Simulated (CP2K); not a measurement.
# Au (Im-3m) in CP2K: equation of state

Aim: energy against volume of Au in PBE, for its equilibrium volume and stiffness.

Everything below comes from runs of CP2K 2026.2. Logs are shortened: lines on timing, memory, paths and dates and some standing lists are left out, and cuts for length are marked.

**1. The crystal as given**

The structure is cubic, space group Im-3m (No. 229). The conventional cell has a = 3.315 Å, b = 3.315 Å, c = 3.315 Å, α = 90.00°, β = 90.00°, γ = 90.00°. Around Au (site symmetry m-3m) lie 8 Au at 2.87 Å.

This isn't the form of Au at room conditions, which is fcc.

**2. Single point, PBE, 18.21 Å³/atom**

Contents of au_eos.inp:

```
&GLOBAL
  PROJECT au_eos
  RUN_TYPE ENERGY_FORCE
  PRINT_LEVEL LOW
&END GLOBAL
&FORCE_EVAL
  METHOD QS
  STRESS_TENSOR ANALYTICAL
  &DFT
    BASIS_SET_FILE_NAME BASIS_MOLOPT_UZH
    POTENTIAL_FILE_NAME POTENTIAL_UZH
    &MGRID
      CUTOFF 500
      REL_CUTOFF 60
      NGRIDS 4
    &END MGRID
    &QS
      METHOD GPW
      EPS_DEFAULT 1.0E-10
    &END QS
    &KPOINTS
      SCHEME MONKHORST-PACK 11 11 11
      GAMMA_CENTERED T
      SYMMETRY T
      SYMMETRY_BACKEND SPGLIB
    &END KPOINTS
    &SCF
      SCF_GUESS ATOMIC
      EPS_SCF 1.0E-6
      MAX_SCF 100
      ADDED_MOS 11
      CHOLESKY OFF
      EPS_EIGVAL 1.0E-7
      &DIAGONALIZATION ON
        ALGORITHM STANDARD
      &END DIAGONALIZATION
      &MIXING ON
        METHOD BROYDEN_MIXING
        ALPHA 0.4
        BETA 1.5
        NBUFFER 8
      &END MIXING
      &SMEAR ON
        METHOD FERMI_DIRAC
        ELECTRONIC_TEMPERATURE 580.23
      &END SMEAR
    &END SCF
    &XC
      &XC_FUNCTIONAL PBE
      &END XC_FUNCTIONAL
    &END XC
    &PRINT
      &KPOINTS ON
      &END KPOINTS
      &MULLIKEN ON
      &END MULLIKEN
      &MO ON
        ENERGIES T
        OCCUPATION_NUMBERS T
        &EACH
          QS_SCF 0
        &END EACH
        ADD_LAST NUMERIC
      &END MO
    &END PRINT
  &END DFT
  &SUBSYS
    &CELL
      ABC 2.8704741098 2.8704741099 2.8704741098
      ALPHA_BETA_GAMMA 109.4712206344 109.4712206350 109.4712206348
      PERIODIC XYZ
    &END CELL
    &COORD
      SCALED
      Au  0.0000000000 0.0000000000 0.0000000000
    &END COORD
    &KIND Au
      BASIS_SET TZVP-MOLOPT-PBE-GTH-q11
      POTENTIAL GTH-PBE-q11
    &END KIND
    &PRINT
      &ATOMIC_COORDINATES ON
      &END ATOMIC_COORDINATES
      &CELL ON
      &END CELL
      &SYMMETRY ON
      &END SYMMETRY
    &END PRINT
  &END SUBSYS
  &PRINT
    &FORCES ON
    &END FORCES
    &STRESS_TENSOR ON
    &END STRESS_TENSOR
  &END PRINT
&END FORCE_EVAL
```

Potentials or basis: POTENTIAL_UZH Au GTH-PBE-q11; TZVP-MOLOPT-PBE-GTH basis.

Launch:

```
$ OMP_NUM_THREADS=1 cp2k.psmp -i au_eos.inp -o au_eos.out
```

au_eos.out:

```text

 CP2K| version string:                                       CP2K version 2026.2
 CP2K| Input file name                                                au_eos.inp

 GLOBAL| Force Environment number                                              1
 GLOBAL| Basis set file name                                    BASIS_MOLOPT_UZH
 GLOBAL| Potential file name                                       POTENTIAL_UZH
 GLOBAL| MM Potential file name                                     MM_POTENTIAL
 GLOBAL| Coordinate file name                                      __STD_INPUT__
 GLOBAL| Method name                                                        CP2K
 GLOBAL| Project name                                                     au_eos
 GLOBAL| Run type                                                   ENERGY_FORCE
 GLOBAL| FFT library                                                       FFTW3
[... 6 lines left out ...]
 GLOBAL| Total number of message passing processes                             1
 GLOBAL| Number of threads for this process                                    1
 GLOBAL| CPU model name                                                  UNKNOWN

 CELL| Volume [angstrom^3]:                                            18.207026
 CELL| Vector a [angstrom]:       2.870     0.000     0.000   |a| =     2.870474
 CELL| Vector b [angstrom]:      -0.957     2.706     0.000   |b| =     2.870474
 CELL| Vector c [angstrom]:      -0.957    -1.353     2.344   |c| =     2.870474
 CELL| Angle (b,c), alpha [degree]:                                   109.471221
 CELL| Angle (a,c), beta  [degree]:                                   109.471221
 CELL| Angle (a,b), gamma [degree]:                                   109.471221
 CELL| Numerically orthorhombic:                                              NO
 CELL| Periodicity                                                           XYZ

 CELL_REF| Volume [angstrom^3]:                                        18.207026
 CELL_REF| Vector a [angstrom     2.870     0.000     0.000   |a| =     2.870474
 CELL_REF| Vector b [angstrom    -0.957     2.706     0.000   |b| =     2.870474
 CELL_REF| Vector c [angstrom    -0.957    -1.353     2.344   |c| =     2.870474
 CELL_REF| Angle (b,c), alpha [degree]:                               109.471221
 CELL_REF| Angle (a,c), beta  [degree]:                               109.471221
 CELL_REF| Angle (a,b), gamma [degree]:                               109.471221
 CELL_REF| Numerically orthorhombic:                                          NO
 CELL_REF| Periodicity                                                       XYZ
[... 9 lines left out ...]
 TOTAL NUMBERS AND MAXIMUM NUMBERS

  Total number of            - Atomic kinds:                                   1
                             - Atoms:                                          1
                             - Shell sets:                                     1
                             - Shells:                                        10
                             - Primitive Cartesian functions:                  6
                             - Cartesian basis functions:                     40
                             - Spherical basis functions:                     34

  Maximum angular momentum of- Orbital basis functions:                        3
                             - Local part of the GTH pseudopotential:          0
                             - Non-local part of the GTH pseudopotential:      4

 MODULE QUICKSTEP: ATOMIC COORDINATES IN ANGSTROM

   Atom Kind Element         X             Y             Z       Z(eff)     Mass
      1    1 Au   79      0.000000      0.000000      0.000000  11.0000 196.9666

 Crystal Symmetry Information
       International Symbol:                                               Im-3m
       Point Group Symbol:                                                  m-3m
       Schoenflies Symbol:                                                  Oh^9
       Number of Symmetry Operations:                                         48

 SCF PARAMETERS         Density guess:                                    ATOMIC
[... 9 lines left out ...]
                        --------------------------------------------------------
                        level_shift [a.u.]:                             0.000000
                        added MOs                                        11    0
                        --------------------------------------------------------
                        Mixing method:                            BROYDEN_MIXING
                                                charge density mixing in g-space
                        --------------------------------------------------------
                        Smear method:                                FERMI_DIRAC
                        Electronic temperature [K]:                        580.2
[... 38 lines left out ...]

 SCF WAVEFUNCTION OPTIMIZATION

  Step     Update method      Time    Convergence         Total energy    Change
  ------------------------------------------------------------------------------
     1 NoMix/Diag. 0.40E+00    9.4     0.21198633       -33.1550051421 -3.32E+01
     2 Broy./Diag. 0.40E+00    7.0     0.08159947       -33.9568415439 -8.02E-01
     3 Broy./Diag. 0.40E+00    6.9     0.08469856       -33.4608738576  4.96E-01
     4 Broy./Diag. 0.40E+00    7.0     0.01950061       -33.1387790016  3.22E-01
     5 Broy./Diag. 0.40E+00    7.0     0.00579722       -33.1331925497  5.59E-03
     6 Broy./Diag. 0.40E+00    7.0     0.00073157       -33.1393509911 -6.16E-03
     7 Broy./Diag. 0.40E+00    7.0     0.00020567       -33.1396057946 -2.55E-04
     8 Broy./Diag. 0.40E+00    7.0     0.00021141       -33.1392247171  3.81E-04
     9 Broy./Diag. 0.40E+00    7.0     0.00001012       -33.1392170047  7.71E-06
    10 Broy./Diag. 0.40E+00    7.0     0.00001461       -33.1392144791  2.53E-06
    11 Broy./Diag. 0.40E+00    6.9     0.00000016       -33.1392125591  1.92E-06

  *** SCF run converged in    11 steps ***

  Electronic density on regular grids:        -10.9999999997        0.0000000003
  Core density on regular grids:               10.9999999983       -0.0000000017
  Total charge density on r-space grids:       -0.0000000015
  Total charge density g-space grids:          -0.0000000015

  Overlap energy of the core charge distribution:               0.00000000746823
  Self energy of the core charge distribution:                -57.78919572466929
  Core Hamiltonian energy:                                     18.38529824852867
  Hartree energy:                                              11.50099781390383
  Exchange-correlation energy:                                 -5.23609498018138
  Electronic entropic energy:                                  -0.00021792419266
  Fermi energy:                                                 0.34205377363612

  Total energy:                                               -33.13921255913807
  Total energy (extrapolated to T->0):                        -33.13910359704174

 MO| EIGENVALUES AND OCCUPATION NUMBERS FOR K POINT 1
 MO|
 MO|  Index      Eigenvalue [a.u.]        Eigenvalue [eV]             Occupation
 MO|      1               0.119848               3.261227               2.000000
 MO|      2               0.119848               3.261229               2.000000
 MO|      3               0.249629               6.792738               2.000000
 MO|      4               0.275733               7.503073               2.000000
 MO|      5               0.275733               7.503076               2.000000
 MO|      6               0.541233              14.727704               0.000000
[... 9 lines left out ...]
 MO|     16               1.989032              54.124305               0.000000
 MO|     17               1.989119              54.126689               0.000000
 MO| Sum:                                                              10.000000
 MO| E(Fermi):            0.342054 a.u.          9.307757 eV
[... 277 lines left out ...]
 MO| EIGENVALUES AND OCCUPATION NUMBERS FOR K POINT 14
 MO|
 MO|  Index      Eigenvalue [a.u.]        Eigenvalue [eV]             Occupation
 MO|      1               0.132426               3.603495               2.000000
 MO|      2               0.147727               4.019853               2.000000
 MO|      3               0.206711               5.624889               2.000000
 MO|      4               0.224022               6.095962               2.000000
 MO|      5               0.282749               7.693980               2.000000
 MO|      6               0.432883              11.779335               0.000000
[... 9 lines left out ...]
 MO|     16               1.858402              50.569699               0.000000
 MO|     17               1.912983              52.054926               0.000000
 MO| Sum:                                                              10.000000
 MO| E(Fermi):            0.342054 a.u.          9.307757 eV

 [... the levels of further k-points ...]

 !-----------------------------------------------------------------------------!
                     Mulliken Population Analysis

 #  Atom  Element  Kind  Atomic population                           Net charge
       1     Au       1         11.000000                             -0.000000
 # Total charge                             11.000000                 -0.000000

 !-----------------------------------------------------------------------------!

 ENERGY| Total FORCE_EVAL ( QS ) energy [hartree]            -33.139212520242118

 FORCES| Atomic forces [hartree/bohr]
 FORCES|   Atom     x               y               z               |f|
 FORCES|      1  5.31609176E-15 -6.25070013E-15  3.55180761E-15   8.94133217E-15
 FORCES| Sum     5.31609176E-15 -6.25070013E-15  3.55180761E-15
 FORCES| Total atomic force                                       8.94133217E-15

 STRESS| Analytical stress tensor [bar]
 STRESS|                        x                   y                   z
 STRESS|      x        3.00236315619E+04  -6.63067152241E-04   8.84071682335E-03
 STRESS|      y       -6.63067152241E-04   3.00234971422E+04   1.33049331345E-03
 STRESS|      z        8.84071682335E-03   1.33049331345E-03   3.00234381166E+04
 STRESS| 1/3 Trace                                             3.00235222736E+04
 STRESS| Determinant                                           2.70635599481E+13

 STRESS| Eigenvectors and eigenvalues of the analytical stress tensor [bar]
 STRESS|                        1                   2                   3
 STRESS| Eigenvalues   3.00234376824E+04   3.00234971706E+04   3.00236319678E+04
 STRESS|      x          -0.045617794864      0.003417157190      0.998953121937
 STRESS|      y          -0.022855899783      0.999728805559     -0.004463539005
 STRESS|      z           0.998697464018      0.023035589249      0.045527321369
```

It took 96 s on 1 thread of Arm Neoverse V2, shared host; peak memory 0.3 GiB.

Results:

```
Free energy            : -901.7638 eV
Pressure               : 3.0 GPa
Band gap on the k mesh : none (metal or under the smearing width)
```

Caveat: with these potentials and basis sets, volumes of gold and of layered tellurides can stand 1.5 % and more from those of plane-wave programs; the basis of atomic orbitals isn't converged, which shifts pressures, moduli and gaps.

**3. Single point, PBE, 17.84 Å³/atom (volume scaled by 0.98)**

au_eos.inp: that of step 2 with these lines changed.

```diff
@@ -11,2 +11,3 @@
     POTENTIAL_FILE_NAME POTENTIAL_UZH
+    WFN_RESTART_FILE_NAME previous-RESTART.kp
     &MGRID
@@ -27,3 +28,3 @@
     &SCF
-      SCF_GUESS ATOMIC
+      SCF_GUESS RESTART
       EPS_SCF 1.0E-6
@@ -68,4 +69,4 @@
     &CELL
-      ABC 2.8704741098 2.8704741099 2.8704741098
-      ALPHA_BETA_GAMMA 109.4712206344 109.4712206350 109.4712206348
+      ABC 2.8512086024 2.8512086024 2.8512086024
+      ALPHA_BETA_GAMMA 109.4712206339 109.4712206349 109.4712206350
       PERIODIC XYZ
```

Potentials or basis: POTENTIAL_UZH Au GTH-PBE-q11; TZVP-MOLOPT-PBE-GTH basis.

Launch:

```
$ OMP_NUM_THREADS=1 cp2k.psmp -i au_eos.inp -o au_eos.out
```

Wall time 69 s (1 thread of Arm Neoverse V2, shared host); peak memory 0.3 GiB.

The run converged. Its results:

| Item | Value |
| --- | --- |
| Free energy | -901.7535 eV |
| Pressure | 6.2 GPa |
| Band gap on the k mesh | none (metal or under the smearing width) |

Caveat: with these potentials and basis sets, volumes of gold and of layered tellurides can stand 1.5 % and more from those of plane-wave programs; the basis of atomic orbitals isn't converged, which shifts pressures, moduli and gaps.

**4. Single point, PBE, 18.57 Å³/atom (volume scaled by 1.02)**

au_eos.inp: that of step 3 with these lines changed.

```diff
@@ -69,4 +69,4 @@
     &CELL
-      ABC 2.8512086024 2.8512086024 2.8512086024
-      ALPHA_BETA_GAMMA 109.4712206339 109.4712206349 109.4712206350
+      ABC 2.8894844261 2.8894844262 2.8894844262
+      ALPHA_BETA_GAMMA 109.4712206352 109.4712206346 109.4712206347
       PERIODIC XYZ
```

Launch:

```
$ OMP_NUM_THREADS=1 cp2k.psmp -i au_eos.inp -o au_eos.out
```

Run time: 65 s. Hardware: 1 thread of Arm Neoverse V2, shared host; peak memory 0.29 GiB.

The run converged. Its results:

- Free energy: -901.7674 eV
- Pressure: 0.2 GPa
- Band gap on the k mesh: none (metal or under the smearing width)

Caveat: with these potentials and basis sets, volumes of gold and of layered tellurides can stand 1.5 % and more from those of plane-wave programs; the basis of atomic orbitals isn't converged, which shifts pressures, moduli and gaps.

**5. Single point, PBE, 17.48 Å³/atom (volume scaled by 0.96)**

au_eos.inp: that of step 4 with these lines changed.

```diff
@@ -69,4 +69,4 @@
     &CELL
-      ABC 2.8894844261 2.8894844262 2.8894844262
-      ALPHA_BETA_GAMMA 109.4712206352 109.4712206346 109.4712206347
+      ABC 2.8316791635 2.8316791635 2.8316791635
+      ALPHA_BETA_GAMMA 109.4712206343 109.4712206344 109.4712206345
       PERIODIC XYZ
```

Launch:

```
$ OMP_NUM_THREADS=1 cp2k.psmp -i au_eos.inp -o au_eos.out
```

Wall time 89 s (1 thread of Arm Neoverse V2, shared host); peak memory 0.31 GiB.

It converged, with:

* Free energy: -901.7355 eV
* Pressure: 9.8 GPa
* Band gap on the k mesh: none (metal or under the smearing width)

Caveat: with these potentials and basis sets, volumes of gold and of layered tellurides can stand 1.5 % and more from those of plane-wave programs; the basis of atomic orbitals isn't converged, which shifts pressures, moduli and gaps.

**6. Single point, PBE, 18.94 Å³/atom (volume scaled by 1.04)**

au_eos.inp: that of step 5 with these lines changed.

```diff
@@ -69,4 +69,4 @@
     &CELL
-      ABC 2.8316791635 2.8316791635 2.8316791635
-      ALPHA_BETA_GAMMA 109.4712206343 109.4712206344 109.4712206345
+      ABC 2.9082478378 2.9082478379 2.9082478378
+      ALPHA_BETA_GAMMA 109.4712206334 109.4712206361 109.4712206353
       PERIODIC XYZ
```

Potentials or basis: POTENTIAL_UZH Au GTH-PBE-q11; TZVP-MOLOPT-PBE-GTH basis.

Launch:

```
$ OMP_NUM_THREADS=1 cp2k.psmp -i au_eos.inp -o au_eos.out
```

It took 77 s on 1 thread of Arm Neoverse V2, shared host; peak memory 0.29 GiB.

The run converged. Its results:

```
Free energy            : -901.7651 eV
Pressure               : -2.2 GPa
Band gap on the k mesh : none (metal or under the smearing width)
```

Caveat: with these potentials and basis sets, volumes of gold and of layered tellurides can stand 1.5 % and more from those of plane-wave programs; the basis of atomic orbitals isn't converged, which shifts pressures, moduli and gaps.

**7. Single point, PBE, 17.11 Å³/atom (volume scaled by 0.94)**

au_eos.inp: that of step 6 with these lines changed.

```diff
@@ -69,4 +69,4 @@
     &CELL
-      ABC 2.9082478378 2.9082478379 2.9082478378
-      ALPHA_BETA_GAMMA 109.4712206334 109.4712206361 109.4712206353
+      ABC 2.8118765634 2.8118765634 2.8118765634
+      ALPHA_BETA_GAMMA 109.4712206347 109.4712206345 109.4712206344
       PERIODIC XYZ
```

Launch:

```
$ OMP_NUM_THREADS=1 cp2k.psmp -i au_eos.inp -o au_eos.out
```

Wall time 91 s (1 thread of Arm Neoverse V2, shared host); peak memory 0.31 GiB.

It converged, with:

| Quantity | Value |
| --- | --- |
| Free energy | -901.7087 eV |
| Pressure | 13.9 GPa |
| Band gap on the k mesh | none (metal or under the smearing width) |

Caveat: with these potentials and basis sets, volumes of gold and of layered tellurides can stand 1.5 % and more from those of plane-wave programs; the basis of atomic orbitals isn't converged, which shifts pressures, moduli and gaps.

**8. Single point, PBE, 19.30 Å³/atom (volume scaled by 1.06)**

au_eos.inp: that of step 7 with these lines changed.

```diff
@@ -69,4 +69,4 @@
     &CELL
-      ABC 2.8118765634 2.8118765634 2.8118765634
-      ALPHA_BETA_GAMMA 109.4712206347 109.4712206345 109.4712206344
+      ABC 2.9267722088 2.9267722088 2.9267722088
+      ALPHA_BETA_GAMMA 109.4712206348 109.4712206352 109.4712206352
       PERIODIC XYZ
```

Launch:

```
$ OMP_NUM_THREADS=1 cp2k.psmp -i au_eos.inp -o au_eos.out
```

Run time: 76 s. Hardware: 1 thread of Arm Neoverse V2, shared host; peak memory 0.29 GiB.

Results (log left out):

```yaml
Free_energy: -901.7576 eV
Pressure: -4.4 GPa
Band_gap_on_the_k_mesh: none (metal or under the smearing width)
```

Caveat: with these potentials and basis sets, volumes of gold and of layered tellurides can stand 1.5 % and more from those of plane-wave programs; the basis of atomic orbitals isn't converged, which shifts pressures, moduli and gaps.

**9. Equation of state, PBE**

Potentials or basis: POTENTIAL_UZH Au GTH-PBE-q11; TZVP-MOLOPT-PBE-GTH basis.

This step only gathers the single runs of the series.

Results:

| Quantity | Value |
| --- | --- |
| Equilibrium volume | 18.60 Å³/atom |
| Bulk modulus | 131 GPa |
| Pressure derivative of the bulk modulus | 5.7 |

Energy against volume, from the lowest point:
| volume (Å³/atom) | energy (meV/atom) |
| --- | --- |
| 17.115 | 58.74 |
| 17.479 | 31.95 |
| 17.843 | 13.94 |
| 18.207 | 3.60 |
| 18.571 | 0.00 |
| 18.935 | 2.32 |
| 19.299 | 9.84 |

Caveat: with these potentials and basis sets, volumes of gold and of layered tellurides can stand 1.5 % and more from those of plane-wave programs; the basis of atomic orbitals isn't converged, which shifts pressures, moduli and gaps.
